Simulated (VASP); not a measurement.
Runs of VASP 6.6.1 on PbSe. It takes space group Fm-3m (No. 225, cubic). The conventional cell has a = 6.105 Å, b = 6.105 Å, c = 6.105 Å, α = 90.00°, β = 90.00°, γ = 90.00°. Pb (site symmetry m-3m) has 6 Se at 3.05 Å as nearest neighbours. Se (site symmetry m-3m) is surrounded by 6 Pb at 3.05 Å. 

| task | level | potentials or basis | spin | cell | k mesh | cutoff (eV) | gap on the mesh (eV) | pressure (GPa) |
| --- | --- | --- | --- | --- | --- | --- | --- | --- |
| band structure | LDA | VASP PAW LDA potentials, release 64 (Pb_d, Se) | off | Fm-3m, 28.44 Å³/atom | 10 × 10 × 10 | 520 | 0.13 | -1.6 |
| band structure | r2SCAN | VASP PAW PBE potentials, release 64 (Pb_d, Se) | off | Fm-3m, 28.44 Å³/atom | 10 × 10 × 10 | 520 | 0.55 | (a) |
| relaxation of cell and atoms | PBEsol | VASP PAW PBE potentials, release 64 (Pb_d, Se) | off | relaxed | 10 × 10 × 10 | 600 | 0.17 | 0.0 |
| band structure | TB-mBJ | VASP PAW PBE potentials, release 64 (Pb_d, Se) | off | Fm-3m, 28.44 Å³/atom | 10 × 10 × 10 | 520 | 0.83 | - |
| band structure | PBEsol | VASP PAW PBE potentials, release 64 (Pb_d, Se) | SOC, no magnetisation | Fm-3m, 28.44 Å³/atom | 6 × 6 × 6 | 520 | - | (b) |
| band structure | PBEsol | VASP PAW PBE potentials, release 64 (Pb_d, Se) | off | Fm-3m, 28.44 Å³/atom | 10 × 10 × 10 | 520 | 0.17 | -0.1 |

Alike in all rows: smearing gaussian 0.03 eV.

Question: Fill in the values left out.

Answer: (a) 2.0; (b) -0.6.

Caveats: spin-orbit coupling is left out, which as a rule narrows the gap of such compounds by several tenths of an eV (some runs); the PAW data sets were made with another functional, which shifts forces and pressure a little (some runs).

A k mesh can miss the band edges, and rows without SOC leave out spin-orbit coupling on Pb, Se.
